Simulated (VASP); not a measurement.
The system is Na.

```
Na
1.0
     3.76700    0.00000    0.00000
    -1.88350    3.26232    0.00000
     0.00000    0.00000    6.15400
Na
2
Direct
  0.66667 0.33333 0.75000
  0.33333 0.66667 0.25000
```

This isn't the form of Na at room conditions, which is bcc.

```yaml
Program: VASP 6.6.1
Task: single point
Functional: PBE
Potentials_or_basis: VASP PAW PBE potentials, release 64 (Na_pv)
Cutoff: 520 eV
k_mesh: 8 × 8 × 5
Occupations: fermi-dirac, width 0.05 eV
Spin: no spin polarisation
```

On this cell: pressure -0.2 GPa; largest force under 0.003 eV/Å; band gap on the k mesh none (metal or under the smearing width).

The same run follows on a disturbed copy (atoms moved at random, drawn with an rms of 0.05 Å):

```xyz
2
Lattice="3.7670 0.0000 0.0000 -1.8835 3.2623 0.0000 0.0000 0.0000 6.1540" Properties=species:S:1:pos:R:3 pbc="T T T"
Na    1.8594    1.0563    4.6149
Na   -0.0238    2.1484    1.5266
```

**Question.** What does the disturbed cell give?

**Answer.** The energy (extrapolated to zero smearing) moves by +0.0 meV/atom; pressure -0.1 GPa; largest force 0.008 eV/Å; band gap on the k mesh none (metal or under the smearing width).

Forces in eV/Å, atoms in the order of the input:
```
Na   0.000  0.001 -0.008
Na   0.000 -0.001  0.008
```

Stress tensor (GPa, compression positive):
```
-0.07  0.00  0.00
 0.00 -0.07  0.00
 0.00  0.00 -0.31
```
